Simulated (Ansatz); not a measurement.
Write the native input for Ansatz 0.2.0 that does the following.

- Task: single point
- Functional: PBE
- Potentials or basis: Ansatz PAW
- Cutoff: 420 eV (not typed: the program's choice for these potentials)
- k mesh: 7 × 7 × 4
- Occupations: fermi-dirac, width 0.05 eV
- Spin: no spin polarisation

BaTiO3:

```xyz
10
Lattice="3.9998 0.0000 0.0000 0.0000 3.9998 0.0000 0.0000 0.0000 8.0360" Properties=species:S:1:pos:R:3 pbc="T T T"
Ba    3.9971    0.0060    0.0165
Ba    0.0027    3.9938    4.0015
Ti    1.9573    1.9913    1.9280
Ti    2.0425    2.0085    5.9633
O     2.0111    2.0083    0.0866
O     1.9887    1.9915    4.0600
O     2.0226    0.0067    2.0741
O     1.9772    3.9931    6.0825
O     0.0311    1.9987    2.1106
O     3.9687    2.0011    6.0460
```

The cell isn't the ideal one: a zone-boundary wave of random shape, sigma 0.02 Å.

The input as run:

input.yaml

```yaml
crystal:
  lattice:
    - [3.9998, 0.0, 0.0]
    - [0.0, 3.9998, 0.0]
    - [0.0, 0.0, 8.036]
  atoms:
    - { symbol: Ba, position: [0.99933387, 0.00148967, 0.00205798] }
    - { symbol: Ba, position: [0.00066613, 0.99851033, 0.49794202] }
    - { symbol: Ti, position: [0.48935347, 0.49786156, 0.23992239] }
    - { symbol: Ti, position: [0.51064653, 0.50213844, 0.74207761] }
    - { symbol: O, position: [0.50279005, 0.50209599, 0.01077264] }
    - { symbol: O, position: [0.49720995, 0.49790401, 0.50522736] }
    - { symbol: O, position: [0.50567457, 0.00167772, 0.25809841] }
    - { symbol: O, position: [0.49432543, 0.99832228, 0.75690159] }
    - { symbol: O, position: [0.00776503, 0.499712, 0.26264036] }
    - { symbol: O, position: [0.99223497, 0.500288, 0.75235964] }
hamiltonian:
  xc: pbe
  pseudopotentials: { kind: paw }
kpoints:
  mp_grid: { grid: [7, 7, 4] }
scf:
  occupations: { method: fermi_dirac, width: 0.05 }
output:
  forces: true
  stress: true
  eigenvalues: true
```

Potentials or basis: Ansatz PAW.

Launch:

```console
$ ansatz run input.yaml --threads 4 --pin off --max-ram 11264MiB --backend cpu --events-out ev --progress --plain --runs-dir out
```

Results of the run:

```yaml
Pressure: 3.1 GPa
Largest_force: 0.964 eV/Å
Band_gap_on_the_k_mesh: 2.05 eV
```

Caveat: odd divisions of the mesh miss points on the zone boundary, where band edges often lie, so the gap on the mesh can be too wide; the pressure holds a Pulay correction of +0.5 GPa for the finite cutoff; spin-orbit coupling is left out, which moves the levels of the heavy elements.

Run time: 17 s on 4 threads of Arm Neoverse V1, with other jobs on the host, peak memory 0.74 GiB.
